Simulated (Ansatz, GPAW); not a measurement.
# KBr with GLLB-SC from a Python script

These are simulated results from GPAW 26.7.0, not measurements. The cell was built from a prototype and was relaxed with r2SCAN in plane waves (Ansatz 0.2.0). Not every such cell is a known phase. All runs are without spin polarisation.

It is hexagonal, P6_3/mmc (No. 194); conventional cell a = 5.618 Å, c = 6.554 Å, 44.78 Å³ an atom. Around K lie 5 Br at 3.24–3.28 Å; around Br lie 5 K at 3.24–3.28 Å.

GLLB-SC is a model potential. Its fundamental gap is the Kohn-Sham gap plus a derivative discontinuity, which the script evaluates at the band edges among the listed k points. Its total energy isn't variational and serves nothing here.

run.py reads:

```python
import json
from ase import Atoms
from gpaw import GPAW, PW, FermiDirac

atoms = Atoms(['K', 'K', 'Br', 'Br'],
              cell=[[5.61812152, 0.0, 0.0], [-2.80906076, 4.86543596, 0.0], [0.0, 0.0, 6.55359579]],
              scaled_positions=[[0.333333333, 0.666666667, 0.25], [0.666666667, 0.333333333, 0.75], [0.666666667, 0.333333333, 0.25], [0.333333333, 0.666666667, 0.75]],
              pbc=True)
calc = GPAW(mode=PW(400), xc='GLLBSC', kpts={'size': (6, 6, 4), 'gamma': True},
            occupations=FermiDirac(0.02), maxiter=100, legacy_gpaw=True, txt='gpaw.txt')
atoms.calc = calc
res = {'energy': atoms.get_potential_energy(force_consistent=True)}
res['electrons'] = calc.get_number_of_electrons()
res['k'] = calc.get_ibz_k_points().tolist()
res['levels'] = [calc.get_eigenvalues(kpt=i).tolist() for i in range(len(res['k']))]
points = [[0.0, 0.0, 0.0], [0.5, 0.0, 0.0], [0.333333, 0.333333, 0.0], [0.0, 0.0, 0.5], [0.5, 0.0, 0.5], [0.333333, 0.333333, 0.5]]
bands = calc.fixed_density(kpts=points, symmetry='off', nbands=round(res['electrons']) // 2 + 6, convergence={'bands': -2}, txt='bands.txt')
res['points'] = [bands.get_eigenvalues(kpt=i).tolist() for i in range(len(points))]
homo, lumo = bands.get_homo_lumo()
potential = calc.hamiltonian.xc.response.calculate_discontinuity_potential(homo, lumo)
res['discontinuity'] = bands.hamiltonian.xc.response.calculate_discontinuity(potential)
json.dump(res, open('results.json', 'w'))
print('free energy (eV):', round(res['energy'], 5))
```

Command: `python run.py`. It took 81 s on 1 thread of Arm Neoverse V1 (shared host), peak memory 0.27 GiB.

The log gpaw.txt, trimmed of paths, versions and times, then the last line on the terminal. An iter line gives the energy in eV and the logarithms of the changes of orbitals (plane waves alone) and density (c: converged):

```
___ ___ ___ _ _ _
 |   |   |_  | | | |

 | | | | | . | | | |

 |__ |  _|___|_____|  26.7.0
 |___|_|

Input parameters:
  kpts: {gamma: True,
         size: (6, 6, 4)}
  maxiter: 100
  mode: {ecut: 400.0,
         name: pw}
  occupations: {fixmagmom: False,
                name: fermi-dirac,
                width: 0.02}
  xc: GLLBSC

System changes: positions, numbers, cell, pbc, initial_charges, initial_magmoms

Initialize ...

species:
  K:
    name:    Potassium
    Z:       19.0
    valence: 9
    core:    10
    charge:  0.0  # [|e|]
    compensation charges:
      type: gauss
      rc: 0.35  # [Å]
      lmax: 2
    cutoffs:
      filter: 1.91  # [Å]
      core: 1.27  # [Å]
    projectors
    | kind |    occ | energy [eV] | rcut [Å] |

    |------|--------|-------------|----------|

    |   3s |  2.000 |     -35.517 |    1.122 |

    |   4s |  1.000 |      -3.176 |    1.122 |

    |   3p |  6.000 |     -18.819 |    1.106 |

    |    p |        |       8.392 |    1.106 |

    |    d |        |       0.000 |    0.937 |

    Using partial waves for K as LCAO basis

  Br:
    name:    Bromine
    Z:       35.0
    valence: 7
    core:    28
    charge:  0.0  # [|e|]
    compensation charges:
      type: gauss
      rc: 0.35  # [Å]
      lmax: 2
    cutoffs:
      filter: 1.98  # [Å]
      core: 2.38  # [Å]
    projectors
    | kind |    occ | energy [eV] | rcut [Å] |

    |------|--------|-------------|----------|

    |   4s |  2.000 |     -23.401 |    1.111 |

    |   4p |  5.000 |     -11.410 |    1.111 |

    |    s |        |       3.810 |    1.111 |

    |    p |        |      15.801 |    1.111 |

    |    d |        |       0.000 |    1.111 |

    Using partial waves for Br as LCAO basis

Reference energy: -174429.255215  # eV

Spin-paired calculation

Convergence criteria:
 Maximum [total energy] change in last 3 cyles: 0.0005 eV / valence electron
 Maximum integral of absolute [dens]ity change: 0.0001 electrons / valence electron
 Maximum integral of absolute [eigenst]ate change: 4e-08 eV^2 / valence electron
 Maximum number of scf [iter]ations: 100
 (Square brackets indicate name in SCF output, whereas a 'c' in
 the SCF output indicates the quantity has converged.)

Symmetries present (total): 4

  ( 1  0  0)  ( 1  0  0)  (-1  0  0)  (-1  0  0)
  ( 0  1  0)  (-1 -1  0)  ( 1  1  0)  ( 0 -1  0)
  ( 0  0  1)  ( 0  0 -1)  ( 0  0  1)  ( 0  0 -1)

144 k-points: 6 x 6 x 4 Monkhorst-Pack grid + [1/12,1/12,1/8]
47 k-points in the irreducible part of the Brillouin zone
       k-points in crystal coordinates                weights
   0:     0.00000000    0.00000000    0.00000000          1/144
   1:     0.00000000    0.00000000    0.25000000          2/144
   2:     0.00000000    0.00000000    0.50000000          1/144
   3:     0.00000000    0.16666667   -0.25000000          2/144
   4:     0.00000000    0.16666667    0.00000000          2/144
   5:     0.00000000    0.16666667    0.25000000          2/144
   6:     0.00000000    0.16666667    0.50000000          2/144
   7:     0.00000000    0.33333333   -0.25000000          2/144
   8:     0.00000000    0.33333333    0.00000000          2/144
   9:     0.00000000    0.33333333    0.25000000          2/144
          ...
  46:     0.50000000    0.50000000    0.50000000          2/144

Wave functions: Plane wave expansion
  Cutoff energy: 400.000 eV
  Number of coefficients (min, max): 3222, 3268
  Pulay-stress correction: 0.000000 eV/Ang^3 (de/decut=0.000000)
  Using FFTW library
  ScaLapack parameters: grid=1x1, blocksize=None
  Wavefunction extrapolation:
    Improved wavefunction reuse through dual PAW basis

Occupation numbers: Fermi-Dirac:
  width: 0.0200  # eV

Eigensolver
   Davidson(niter=2)

Densities:
  Coarse grid: 27*27*32 grid
  Fine grid: 54*54*64 grid
  Total Charge: 0.000000

Density mixing:
  Method: separate
  Backend: msr1
  Linear mixing parameter: 0.05
  old densities: 10
  Width of damping distribution: 1.1
  Damping of long wavelength oscillations: 20

Hamiltonian:
  XC and Coulomb potentials evaluated on a 54*54*64 grid
  Using the GLLBSC Exchange-Correlation functional
  External potential:
    NoExternalPotential

XC parameters: GLLBSC functional being used consists of
  -----------------------------------------------------------------------
  | Weight | Module     | Description                                   |

  -----------------------------------------------------------------------
  |  1.000 | SCREENING  | GGA_X_PBE_SOL with 2 nearest neighbor stencil |

  |  1.000 | RESPONSE   | eps=0.0500 eV                                 |

  |  1.000 | XC         | GGA_C_PBE_SOL with 2 nearest neighbor stencil |

  -----------------------------------------------------------------------

Memory estimate:
  Process memory now: 118.88 MiB
  Calculator: 85.09 MiB
    Density: 12.50 MiB
      Arrays: 4.63 MiB
      Localized functions: 4.32 MiB
      Mixer: 3.56 MiB
    Hamiltonian: 3.13 MiB
      Arrays: 3.03 MiB
      XC: 0.00 MiB
      Poisson: 0.00 MiB
      vbar: 0.10 MiB
    Wavefunctions: 69.45 MiB
      Arrays psit_nG: 42.19 MiB
      Eigensolver: 1.20 MiB
      Projections: 0.67 MiB
      Projectors: 22.16 MiB
      PW-descriptor: 3.23 MiB

Total number of cores used: 1

Number of atoms: 4
Number of atomic orbitals: 18
Number of bands in calculation: 18
Number of valence electrons: 32
Bands to converge: occupied

... initialized

Initializing position-dependent things.

Density initialized from atomic densities
Creating initial wave functions:
  18 bands from LCAO basis set
Positions:
   0 K     -0.000000    3.243624    1.638399    ( 0.0000,  0.0000,  0.0000)
   1 K      2.809061    1.621812    4.915197    ( 0.0000,  0.0000,  0.0000)
   2 Br     2.809061    1.621812    1.638399    ( 0.0000,  0.0000,  0.0000)
   3 Br    -0.000000    3.243624    4.915197    ( 0.0000,  0.0000,  0.0000)

Unit cell:
           periodic     x           y           z      points  spacing
  1. axis:    yes    5.618122    0.000000    0.000000    27     0.1802
  2. axis:    yes   -2.809061    4.865436    0.000000    27     0.1802
  3. axis:    yes    0.000000    0.000000    6.553596    32     0.2048

  Lengths:   5.618122   5.618122   6.553596
  Angles:   90.000000  90.000000 120.000000

Effective grid spacing dv^(1/3) = 0.1973

iter:   1   -16.303884
iter:   2   -15.079607   -1.26  -1.27
iter:   3   -13.743622   -1.45  -1.31
iter:   4   -13.484148   -2.19  -1.34
iter:   5   -13.359841   -2.00  -1.35
iter:   6   -13.131403   -2.81  -1.96
iter:   7   -13.075564   -4.19  -1.90
iter:   8   -13.068214   -3.67  -2.08
iter:   9   -13.068620c  -4.74  -2.87
iter:  10   -13.069258c  -5.17  -2.98
iter:  11   -13.069787c  -6.21  -3.68
iter:  12   -13.069156c  -6.94  -3.99
iter:  13   -13.069346c  -7.89c -4.68c

Converged after 13 iterations.

Energy contributions relative to reference atoms: (reference = -174429.255215)

Kinetic:        +27.472837
Potential:      -23.323166
External:        +0.000000
XC:             -15.799087
Entropy (-ST):   -0.000000
Local:           -1.419930
SIC:             +0.000000
--------------------------
Free energy:    -13.069346
Extrapolated:   -13.069346

GLLBSC response reference energy: -3.79271 eV (from HOMO)

Showing only first 2 kpts
 Kpt  Band  Eigenvalues  Occupancy
  0    14     -4.04165    2.00000
  0    15     -3.79289    2.00000
  0    16      1.90242    0.00000
  0    17      4.81908    0.00000

  1    14     -4.07361    2.00000
  1    15     -4.01133    2.00000
  1    16      2.28429    0.00000
  1    17      4.19589    0.00000

Fermi level: -2.41766

Gap: 5.695 eV
Transition (v -> c):
  (s=0, k=0, n=15, [0.00, 0.00, 0.00]) -> (s=0, k=0, n=16, [0.00, 0.00, 0.00])
No difference between direct/indirect transitions

free energy (eV): -13.06935
```

The gap in the log is over the mesh alone; results.json adds the listed points. GLLB-SC gives a gap of 8.68 eV (5.695 eV Kohn-Sham over the listed points plus 2.986 eV discontinuity). On the same cell, plane-wave PBE (Ansatz, 6×6×4 k points and the special points) gives a gap of 4.19 eV and r2SCAN a gap of 4.76 eV; on shared hosts these took about 5.2 and 13 core-seconds on the 4-atom cell, against 81 for the script. Semilocal gaps usually lie below measured ones.

The runs are scalar-relativistic, without spin-orbit coupling.
